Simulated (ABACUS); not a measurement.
# Te2Mo (P6_3/mmc) in ABACUS: further runs

The runs below take Te2Mo through band structure, equation of state, with r2SCAN.

All numbers are computed with ABACUS 3.10.1; they aren't measurements. Logs are shortened: lines on timing, memory, paths and dates and some standing lists are left out, and cuts for length are marked.

**Measured values to compare with.**

From “Broadband infrared study of pressure-tunable Fano resonance and metallization transition in 2H-MoTe2”, 2022, pmc:9569381, for a bulk crystal of Te2Mo at 300 K: band gap 0.88 ± 0.05 eV (indirect).

The runs below are set against these values where they give the same quantity.

## 1. The crystal as given

The structure is hexagonal, space group P6_3/mmc (No. 194). Conventional cell: a = 3.518 Å, b = 3.518 Å, c = 13.974 Å, α = 90.00°, β = 90.00°, γ = 120.00°. Te (site symmetry 3m) is surrounded by 3 Mo at 2.72 Å. Mo (site symmetry -6m2) is surrounded by 6 Te at 2.72 Å.

## 2. Band structure, r2SCAN

Input file INPUT:

```
INPUT_PARAMETERS
suffix              Te2Mo
calculation         nscf
basis_type          pw
pseudo_dir          ./
symmetry            -1
dft_functional      MGGA_X_R2SCAN+MGGA_C_R2SCAN
ecutwfc             96.0
pseudo_rcut         7
nspin               1
nbands              62
ks_solver           dav
smearing_method     fd
smearing_sigma      0.00367493
scf_thr             1e-08
scf_nmax            100
mixing_type         broyden
mixing_beta         0.7
mixing_tau          1
init_chg            file
pw_diag_thr         1e-07
out_band            1
kpar                4
```

Input file STRU:

```
ATOMIC_SPECIES
Te 127.6000 Te_ONCV_PBE-1.2.upf
Mo 95.9500 Mo_ONCV_PBE-1.2.upf

LATTICE_CONSTANT
1.8897261246

LATTICE_VECTORS
3.5182000000 0.0000000000 0.0000000000
-1.7591000000 3.0468505756 0.0000000000
0.0000000000 0.0000000000 13.9736000000

ATOMIC_POSITIONS
Direct

Te
0.0
4
0.6666666667 0.3333333333 0.3790000000 1 1 1
0.3333333333 0.6666666667 0.8790000000 1 1 1
0.6666666667 0.3333333333 0.1210000000 1 1 1
0.3333333333 0.6666666667 0.6210000000 1 1 1

Mo
0.0
2
0.6666666667 0.3333333333 0.7500000000 1 1 1
0.3333333333 0.6666666667 0.2500000000 1 1 1
```

Input file KPT:

```
K_POINTS
12
Line
0.00000000 0.00000000 0.00000000 6 // G
0.50000000 0.00000000 0.00000000 6 // M
0.33333333 0.33333333 0.00000000 6 // K
0.00000000 0.00000000 0.00000000 6 // G
0.00000000 0.00000000 0.50000000 6 // A
0.50000000 0.00000000 0.50000000 6 // L
0.33333333 0.33333333 0.50000000 6 // H
0.00000000 0.00000000 0.50000000 1 // A
0.50000000 0.00000000 0.50000000 6 // L
0.50000000 0.00000000 0.00000000 1 // M
0.33333333 0.33333333 0.00000000 6 // K
0.33333333 0.33333333 0.50000000 1 // H
```

Potentials or basis: SG15 ONCV 1.2 PBE, plane waves.

The run is started by

```
> OMP_NUM_THREADS=1 mpirun -np 4 abacus > log
```

running log:

```text
ABACUS v3.10.1

               Atomic-orbital Based Ab-initio Computation at UStc

 ------------------------------------------------------------------------------------

 READING GENERAL INFORMATION
                           global_out_dir = OUT.Te2Mo/
                           global_in_card = INPUT
                               pseudo_dir = ./
[... 8 lines left out ...]

 READING ATOM TYPE 1
                               atom label = Te
                      L=0, number of zeta = 1
                      L=1, number of zeta = 1
                      L=2, number of zeta = 1
             number of atom for this type = 4

 READING ATOM TYPE 2
                               atom label = Mo
                      L=0, number of zeta = 1
                      L=1, number of zeta = 1
                      L=2, number of zeta = 1
             number of atom for this type = 2

                        TOTAL ATOM NUMBER = 6
DIRECT COORDINATES
    atom                   x                   y                   z     mag                  vx                  vy                  vz
taud_Te1            0.6666666667        0.3333333333        0.3790000000  0.0000        0.0000000000        0.0000000000        0.0000000000
taud_Te2            0.3333333333        0.6666666667        0.8790000000  0.0000        0.0000000000        0.0000000000        0.0000000000
taud_Te3            0.6666666667        0.3333333333        0.1210000000  0.0000        0.0000000000        0.0000000000        0.0000000000
taud_Te4            0.3333333333        0.6666666667        0.6210000000  0.0000        0.0000000000        0.0000000000        0.0000000000
taud_Mo1            0.6666666667        0.3333333333        0.7500000000  0.0000        0.0000000000        0.0000000000        0.0000000000
taud_Mo2            0.3333333333        0.6666666667        0.2500000000  0.0000        0.0000000000        0.0000000000        0.0000000000

                          Volume (Bohr^3) = 1010.83
                             Volume (A^3) = 149.789

 Lattice vectors: (Cartesian coordinate: in unit of a_0)
              +3.5182                  +0                  +0
              -1.7591            +3.04685                  +0
                   +0                  +0            +13.9736
 Reciprocal vectors: (Cartesian coordinate: in unit of 2 pi/a_0)
            +0.284236           +0.164104                  -0
                   -0           +0.328208                  -0
                   +0                  -0          +0.0715635
 The esolver type has been set to : ksdft_pw

                PAO radial cut off (Bohr) = 7

 Read in pseudopotential file is Te_ONCV_PBE-1.2.upf
                     pseudopotential type = NC
          exchange-correlation functional = PBE
                 nonlocal core correction = 0
                        valence electrons = 16
                                     lmax = 2
                           number of zeta = 0
                     number of projectors = 6
                           L of projector = 0
                           L of projector = 0
                           L of projector = 1
                           L of projector = 1
                           L of projector = 2
                           L of projector = 2
 XC functional updated to : MGGA_X_R2SCAN+MGGA_C_R2SCAN
          exchange-correlation functional = MGGA_X_R2SCAN+MGGA_C_R2SCAN
                PAO radial cut off (Bohr) = 7

 Read in pseudopotential file is Mo_ONCV_PBE-1.2.upf
                     pseudopotential type = NC
          exchange-correlation functional = PBE
                 nonlocal core correction = 0
                        valence electrons = 14
                                     lmax = 2
                           number of zeta = 0
                     number of projectors = 6
                           L of projector = 0
                           L of projector = 0
                           L of projector = 1
                           L of projector = 1
[... 58 lines left out ...]

 -------------------------------------------
 NONSELF-CONSISTENT
 -------------------------------------------

                                 init_chg = file
 try to read charge from file
 Read in the charge density: OUT.Te2Mo//Te2Mo-CHARGE-DENSITY.restart
 try to read kinetic energy density from file
 Read in the kinetic energy density: OUT.Te2Mo//Te2Mo-TAU-DENSITY.restart

 PW ALGORITHM --------------- ION=   1  ELEC=   1--------------------------------

 k(1/57) Iter steps (avg)=27 threshold=1e-07

 k(2/57) Iter steps (avg)=23 threshold=1e-07
 k(3/57) Iter steps (avg)=22 threshold=1e-07
 k(4/57) Iter steps (avg)=18 threshold=1e-07
 k(5/57) Iter steps (avg)=17 threshold=1e-07
 k(6/57) Iter steps (avg)=16 threshold=1e-07
 k(7/57) Iter steps (avg)=16 threshold=1e-07
 k(8/57) Iter steps (avg)=17 threshold=1e-07
 k(9/57) Iter steps (avg)=17 threshold=1e-07
 k(10/57) Iter steps (avg)=19 threshold=1e-07
 k(11/57) Iter steps (avg)=22 threshold=1e-07
 k(12/57) Iter steps (avg)=23 threshold=1e-07
 k(13/57) Iter steps (avg)=18 threshold=1e-07
 k(14/57) Iter steps (avg)=20 threshold=1e-07
 k(15/57) Iter steps (avg)=19 threshold=1e-07
[... levels at 15 k points of this process ...]

 Density error is 0.00000000000
                          Error Threshold = 1.00000000000e-07
----------------------------------------------------------
     Energy           Rydberg                 eV
----------------------------------------------------------
 E_KohnSham     -970.1362763860      -13199.3811953525
 E_KS(sigma->0) -970.1362757527      -13199.3811867356
 E_Harris       -970.1362763860      -13199.3811953525
 E_band         -81.2278839528       -1105.1620582406
 E_one_elec     -425.7687281791      -5792.8807334485
 E_Hartree      242.7663666367       3303.0058690161
 E_xc           -102.3748548864      -1392.8813583784
 E_Ewald        -684.7590586906      -9316.6249553079
 E_entropy(-TS) -0.0000012666        -0.0000172336
 E_descf        0.0000000000         0.0000000000
 E_exx          0.0000000000         0.0000000000
 E_Fermi        1.0018211011         13.6304753513
----------------------------------------------------------

 charge density convergence is achieved
 final etot is -13199.381195 eV
 EFERMI = 13.630475351 eV

 STATE ENERGY(eV) AND OCCUPATIONS    NSPIN == 1
 1/15 kpoint (Cartesian) = 0.0000 0.0000 0.0000 (16061 pws)
       1       -50.2056      0.0350877
       2       -50.2056      0.0350877
       3       -23.4321      0.0350877
       4       -23.4321      0.0350877
       5       -23.4320      0.0350877
       6       -23.4320      0.0350877
[... 54 lines left out ...]
      61        22.8195    5.37586e-82
      62        23.3074    3.10897e-86

 2/15 kpoint (Cartesian) = 0.023686 0.013675 0.0000 (16098 pws)
       1       -50.2049      0.0350877
       2       -50.2049      0.0350877
       3       -23.4337      0.0350877
       4       -23.4337      0.0350877
       5       -23.4335      0.0350877
       6       -23.4334      0.0350877
[... 54 lines left out ...]
      61        22.7988    8.12411e-82
      62        23.1966    2.84813e-85

 3/15 kpoint (Cartesian) = 0.047373 0.027351 0.0000 (16074 pws)
       1       -50.2031      0.0350877
       2       -50.2031      0.0350877
       3       -23.4385      0.0350877
       4       -23.4384      0.0350877
       5       -23.4378      0.0350877
       6       -23.4376      0.0350877
[... 54 lines left out ...]
      61        22.1938    1.46297e-76
      62        23.5067    5.77116e-88

 4/15 kpoint (Cartesian) = 0.071059 0.041026 0.0000 (16096 pws)
       1       -50.2006      0.0350877
       2       -50.2006      0.0350877
       3       -23.4801      0.0350877
       4       -23.4799      0.0350877
       5       -23.4456      0.0350877
       6       -23.4454      0.0350877
[... 54 lines left out ...]
      61        22.1691    2.39771e-76
      62        22.9390    4.92813e-83

 5/15 kpoint (Cartesian) = 0.094745 0.054701 0.0000 (16080 pws)
       1       -50.1982      0.0350877
       2       -50.1982      0.0350877
       3       -23.5181      0.0350877
       4       -23.5178      0.0350877
       5       -23.4532      0.0350877
       6       -23.4528      0.0350877
[... 54 lines left out ...]
      61        21.8492    1.43887e-73
      62        22.2212    8.45079e-77

 6/15 kpoint (Cartesian) = 0.11843 0.068377 0.0000 (16042 pws)
       1       -50.1964      0.0350877
       2       -50.1964      0.0350877
       3       -23.5424      0.0350877
       4       -23.5420      0.0350877
       5       -23.4591      0.0350877
       6       -23.4585      0.0350877
[... 54 lines left out ...]
      61        21.0067    2.99117e-66
      62        21.9106    4.21943e-74

[... levels at 9 further k points ...]

 --------------------------------------------
 !FINAL_ETOT_IS -13199.38119535245 eV
 --------------------------------------------

 Output bands in file: OUT.Te2Mo/BANDS_1.dat
```

It took 5.7 min on 4 MPI ranks of Intel Xeon 6975P-C (Granite Rapids), shared host; peak memory 2.3 GiB.

Results:

```yaml
Band_gap_along_the_path: 0.92 eV, indirect (least direct gap 1.14 eV)
```

Levels at the corners of the path, in eV from the Fermi level:
```
point  band 44  band 45  band 46  band 47  band 48  band 49
    Γ    -1.45    -0.93    -0.44     2.51     2.51     2.63
    M    -1.41    -1.20    -0.92     0.93     0.98     1.16
    K    -2.46    -0.73    -0.51     0.62     0.62     0.96
    Γ    -1.45    -0.93    -0.44     2.51     2.51     2.63
    A    -1.55    -0.55    -0.55     2.54     2.54     2.54
    L    -1.43    -1.06    -1.06     0.95     0.95     1.33
    H    -2.61    -0.64    -0.64     0.63     0.63     1.41
    A    -1.55    -0.55    -0.55     2.54     2.54     2.54
    L    -1.43    -1.06    -1.06     0.95     0.95     1.33
    M    -1.41    -1.20    -0.92     0.93     0.98     1.16
    K    -2.46    -0.73    -0.51     0.62     0.62     0.96
    H    -2.61    -0.64    -0.64     0.63     0.63     1.41
```

Caveat: the density is read from an earlier self-consistent run, whose mesh may be coarse; the potentials were made for another functional, which shifts forces and pressure; spin-orbit coupling is left out, which moves the levels of the heavy elements.

## 3. Equation of state, r2SCAN, 23.47 Å³/atom (volume scaled by 0.94)

Input file run_abacus.py:

```python
"""ABACUS run from a structure file: ASE reads it, the script writes STRU, KPT and INPUT."""
import re
import subprocess
from ase.io import read
from ase.units import Bohr

atoms = read("Te2Mo.cif")
atoms = atoms[(-atoms.numbers).argsort(kind="stable")]  # ABACUS lists atoms element by element
pseudo = {'Te': 'Te_ONCV_PBE-1.2.upf', 'Mo': 'Mo_ONCV_PBE-1.2.upf'}
orbital = {}
magmoms = None
kmesh = [6, 6, 1]
params = {
    'suffix': 'Te2Mo',
    'calculation': 'scf',
    'basis_type': 'pw',
    'pseudo_dir': './',
    'symmetry': 1,
    'dft_functional': 'MGGA_X_R2SCAN+MGGA_C_R2SCAN',
    'ecutwfc': 96,
    'pseudo_rcut': 7,
    'nspin': 1,
    'nbands': 56,
    'ks_solver': 'dav',
    'smearing_method': 'fd',
    'smearing_sigma': 0.00367493,
    'scf_thr': 1e-08,
    'scf_nmax': 100,
    'mixing_type': 'broyden',
    'mixing_beta': 0.7,
    'cal_force': 1,
    'cal_stress': 1,
    'mixing_tau': 1,
    'kpar': 4,
}

symbols = atoms.get_chemical_symbols()
elements = list(dict.fromkeys(symbols))
lines = ["ATOMIC_SPECIES"] + [f"{e} {atoms.get_masses()[symbols.index(e)]:.4f} {pseudo[e]}" for e in elements]
if orbital:
    lines += ["", "NUMERICAL_ORBITAL"] + [orbital[e] for e in elements]
lines += ["", "LATTICE_CONSTANT", f"{1 / Bohr:.10f}", "", "LATTICE_VECTORS"]
lines += [" ".join(f"{x:.10f}" for x in v) for v in atoms.cell]
lines += ["", "ATOMIC_POSITIONS", "Direct"]
for e in elements:
    lines += ["", e, "0.0", str(symbols.count(e))]
    for i, p in enumerate(atoms.get_scaled_positions(wrap=False)):
        if symbols[i] == e:
            mag = "" if magmoms is None else " mag " + " ".join(str(x) for x in (magmoms[i] if isinstance(magmoms[i], list) else [magmoms[i]]))
            lines.append(" ".join(f"{x:.10f}" for x in p) + " 1 1 1" + mag)
open("STRU", "w").write("\n".join(lines) + "\n")
open("KPT", "w").write("K_POINTS\n0\nGamma\n%d %d %d 0 0 0\n" % tuple(kmesh))
open("INPUT", "w").write("INPUT_PARAMETERS\n" + "".join(f"{k:<20s}{v}\n" for k, v in params.items()))

done = subprocess.run(['mpirun', '-np', '4', 'abacus'])
if done.returncode:
    raise SystemExit(done.returncode)
log = open("OUT.Te2Mo/running_scf.log").read()
print("final energy (eV):", re.findall(r"FINAL_ETOT_IS (\S+)", log))
```

Input file Te2Mo.cif:

```cif
data_Te2Mo
_cell_length_a 3.44637985
_cell_length_b 3.44637985
_cell_length_c 13.68834445
_cell_angle_alpha 90.00000000
_cell_angle_beta 90.00000000
_cell_angle_gamma 120.00000000
_space_group_name_H-M_alt 'P1'
_space_group_name_Hall 'P 1'
_space_group_IT_number 1
loop_
_space_group_symop_operation_xyz
'x,y,z'
loop_
_atom_site_label
_atom_site_type_symbol
_atom_site_symmetry_multiplicity
_atom_site_Wyckoff_symbol
_atom_site_fract_x
_atom_site_fract_y
_atom_site_fract_z
_atom_site_occupancy
Te1 Te 1 a 0.6666666667 0.3333333333 0.3790000000 1
Te2 Te 1 a 0.3333333333 0.6666666667 0.8790000000 1
Te3 Te 1 a 0.6666666667 0.3333333333 0.1210000000 1
Te4 Te 1 a 0.3333333333 0.6666666667 0.6210000000 1
Mo1 Mo 1 a 0.6666666667 0.3333333333 0.7500000000 1
Mo2 Mo 1 a 0.3333333333 0.6666666667 0.2500000000 1
```

Potentials or basis: SG15 ONCV 1.2 PBE, plane waves.

The run is started by

```
> OMP_NUM_THREADS=1 python run_abacus.py > log
```

Run time: 1.8 min. Hardware: 4 MPI ranks of Intel Xeon 6975P-C (Granite Rapids), shared host; peak memory 1.6 GiB.

Results (log left out):

* Free energy: -13199.6535 eV
* Pressure: 9.5 GPa
* Largest force: 0.701 eV/Å
* Band gap on the k mesh: 0.95 eV, indirect (least direct gap 1.24 eV)

Caveat: the k mesh is coarse (spacing up to 0.46 Å⁻¹), so the values aren't converged; the potentials were made for another functional, which shifts forces and pressure; spin-orbit coupling is left out, which moves the levels of the heavy elements; an odd mesh through Γ misses points on the zone boundary, where band edges often lie.

## 4. Equation of state, r2SCAN, 24.47 Å³/atom (volume scaled by 0.98)

run_abacus.py is that of step 3.

Te2Mo.cif, as its differences from that of step 3:

```diff
@@ -1,5 +1,5 @@
 data_Te2Mo
-_cell_length_a 3.44637985
-_cell_length_b 3.44637985
-_cell_length_c 13.68834445
+_cell_length_a 3.49458721
+_cell_length_b 3.49458721
+_cell_length_c 13.87981462
 _cell_angle_alpha 90.00000000
```

The run is started by

```
> OMP_NUM_THREADS=1 python run_abacus.py > log
```

Wall time 2 min (4 MPI ranks of Intel Xeon 6975P-C (Granite Rapids), shared host); peak memory 1.6 GiB.

It converged, with:

```
Free energy            : -13199.8736 eV
Pressure               : 4.0 GPa
Largest force          : 0.100 eV/Å
Band gap on the k mesh : 0.95 eV, indirect (least direct gap 1.17 eV)
```

Caveat: the k mesh is coarse (spacing up to 0.45 Å⁻¹), so the values aren't converged; the potentials were made for another functional, which shifts forces and pressure; spin-orbit coupling is left out, which moves the levels of the heavy elements; an odd mesh through Γ misses points on the zone boundary, where band edges often lie.

## 5. Equation of state, r2SCAN, 25.46 Å³/atom (volume scaled by 1.02)

run_abacus.py is that of step 4.

Te2Mo.cif, as its differences from that of step 4:

```diff
@@ -1,5 +1,5 @@
 data_Te2Mo
-_cell_length_a 3.49458721
-_cell_length_b 3.49458721
-_cell_length_c 13.87981462
+_cell_length_a 3.54150002
+_cell_length_b 3.54150002
+_cell_length_c 14.06614309
 _cell_angle_alpha 90.00000000
```

The run is started by

```
> OMP_NUM_THREADS=1 python run_abacus.py > log
```

Wall time 2 min (4 MPI ranks of Intel Xeon 6975P-C (Granite Rapids), shared host); peak memory 1.7 GiB.

Results (log left out):

```
Free energy            : -13199.9399 eV
Pressure               : -0.4 GPa
Largest force          : 0.444 eV/Å
Band gap on the k mesh : 0.94 eV, indirect (least direct gap 1.10 eV)
```

Caveat: the k mesh is coarse (spacing up to 0.45 Å⁻¹), so the values aren't converged; the potentials were made for another functional, which shifts forces and pressure; spin-orbit coupling is left out, which moves the levels of the heavy elements; an odd mesh through Γ misses points on the zone boundary, where band edges often lie.

## 6. Equation of state, r2SCAN, 26.46 Å³/atom (volume scaled by 1.06)

run_abacus.py is that of step 5.

Te2Mo.cif, as its differences from that of step 5:

```diff
@@ -1,5 +1,5 @@
 data_Te2Mo
-_cell_length_a 3.54150002
-_cell_length_b 3.54150002
-_cell_length_c 14.06614309
+_cell_length_a 3.58720183
+_cell_length_b 3.58720183
+_cell_length_c 14.24766174
 _cell_angle_alpha 90.00000000
```

Potentials or basis: SG15 ONCV 1.2 PBE, plane waves.

The run is started by

```
> OMP_NUM_THREADS=1 python run_abacus.py > log
```

It took 2.1 min on 4 MPI ranks of Intel Xeon 6975P-C (Granite Rapids), shared host; peak memory 1.7 GiB.

Results (log left out):

- Free energy: -13199.8591 eV
- Pressure: -3.9 GPa
- Largest force: 0.906 eV/Å
- Band gap on the k mesh: 0.94 eV, indirect (least direct gap 1.05 eV)

Caveat: the k mesh is coarse (spacing up to 0.44 Å⁻¹), so the values aren't converged; the potentials were made for another functional, which shifts forces and pressure; spin-orbit coupling is left out, which moves the levels of the heavy elements; an odd mesh through Γ misses points on the zone boundary, where band edges often lie.

## 7. Equation of state, r2SCAN

Potentials or basis: SG15 ONCV 1.2 PBE, plane waves.

No new run: the results of the series are fitted here.

Results:

| Quantity | Value |
| --- | --- |
| Equilibrium volume | 25.41 Å³/atom (rough: see the caveat) |
| Bulk modulus at fixed shape and positions | 100 GPa (rough) |

Energy against volume, from the lowest point:
```
volume (Å³/atom)  energy (meV/atom)
          23.467              47.72
          24.466              11.04
          25.464               0.00
          26.463              13.47
```

Caveat: the k mesh is coarse (spacing up to 0.45 Å⁻¹), so the values aren't converged; the fit is doubtful: noisy points or a state that changes with volume; the cell was scaled at fixed shape and fractional positions, which overstates the stiffness of a crystal with free parameters, most of all of layers and chains; the potentials were made for another functional, which shifts forces and pressure. Spin-orbit coupling is left out, which matters for the levels of Te.

## 8. Comparison with measurements

Step 2. Measured gap of Te2Mo: 0.88 eV (indirect; 300 K; quoted in “Broadband infrared study of pressure-tunable Fano resonance and metallization transition in 2H-MoTe2”, 2022, pmc:9569381). This calculation gives 0.92 eV (+0.04 eV). Spin-orbit coupling on Mo, Te is left out. The value is that of r2SCAN, without temperature or zero-point motion.
